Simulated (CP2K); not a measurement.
Te2Mo: single point with LDA

Crystal: Te2Mo.

```
CELL_PARAMETERS angstrom
3.51820 0.00000 0.00000
-1.75910 3.04685 0.00000
0.00000 0.00000 13.97360
ATOMIC_POSITIONS crystal
Te 0.66667 0.33333 0.37900
Te 0.33333 0.66667 0.87900
Te 0.66667 0.33333 0.12100
Te 0.33333 0.66667 0.62100
Mo 0.66667 0.33333 0.75000
Mo 0.33333 0.66667 0.25000
```

```yaml
Program: CP2K 2026.2
Task: single point
Functional: LDA
Potentials_or_basis: POTENTIAL_UZH Te GTH-PBE-q6, Mo GTH-PBE-q14; DZVP-MOLOPT-PBE-GTH basis
Density_cutoff: 9184 eV
k_mesh: 9 × 9 × 2
Occupations: fermi-dirac, width 0.05 eV
Spin: no spin polarisation
```

The pressure is 2.5 GPa, the largest force is 0.231 eV/Å and the band gap on the k mesh is 0.85 eV, indirect (least direct gap 1.04 eV). The mulliken charges are Te +0.21; Mo -0.42 e.

Forces in eV/Å, atoms in the order of the input:
```
Te   0.000  0.000  0.231
Te   0.000  0.000  0.231
Te   0.000  0.000 -0.231
Te   0.000  0.000 -0.231
Mo   0.000  0.000  0.000
Mo   0.000  0.000  0.000
```

Levels at points of the mesh, in eV from the valence-band top:
```tsv
k point	band 24	band 25	band 26	band 27	band 28	band 29
(0.00, 0.00, 0.00)	-1.11	-0.46	0.00	2.86	2.86	2.96
(0.00, 0.00, 0.50)	-1.13	-0.11	-0.11	2.89	2.89	2.89
```

Wall time 56 s on 1 thread of Arm Neoverse V2, on a shared host, peak memory 0.72 GiB.

The gap isn't set beside the measured one, since this odd mesh misses points on the zone boundary.

Caveat: Mulliken charges move with the basis; the potentials were made for another functional, which shifts forces and pressure; spin-orbit coupling is left out, which moves the levels of the heavy elements; an odd mesh through Γ misses points on the zone boundary, where band edges often lie; the basis of atomic orbitals isn't converged, which shifts pressures, moduli and gaps.
